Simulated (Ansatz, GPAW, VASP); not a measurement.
Hf: 4 runs at one level of theory

```xyz
2
Lattice="3.1967 0.0000 0.0000 -1.5983 2.7684 0.0000 0.0000 0.0000 5.0578" Properties=species:S:1:pos:R:3 pbc="T T T"
Hf    1.5984    0.9228    3.7934
Hf    0.0000    1.8456    1.2645
```

Alike in all runs: task band structure; functional revPBE; k mesh 10 × 10 × 5; occupations fermi-dirac, width 0.05 eV; no spin polarisation; no spin-orbit coupling. Pressure is positive in compression and, in plane waves, holds the error of the finite cutoff, which Ansatz's Pulay term estimates and takes out.

```tsv
program and potentials	plane-wave cutoff (eV)	notes	pressure (GPa)
Ansatz, Ansatz PAW	420	potentials made for PBE, which Ansatz adapts in part; 26 valence electrons an atom on average; Pulay term of +0.05 GPa included	2.67
Ansatz, all-electron LAPW, scalar-relativistic	-	-	2.68
VASP, PBE PAW files Hf_pv, 520 eV	520	potentials made for PBE; 10 valence electrons an atom on average	2.19
GPAW, the program's PAW data sets (release 1.2.1) made for this functional	600	12 valence electrons an atom on average	3.02
```

The pressure spans 2.19 (VASP, PBE PAW files Hf_pv, 520 eV) to 3.02 GPa (GPAW, the program's PAW data sets (release 1.2.1) made for this functional), with all-electron results at 2.68. Some sets were made for another functional than the one run, which can shift their rows.

The functional is the same throughout but for its coding, so the spread measures potentials, basis and numerics; runs on potential files found faulty are left out.
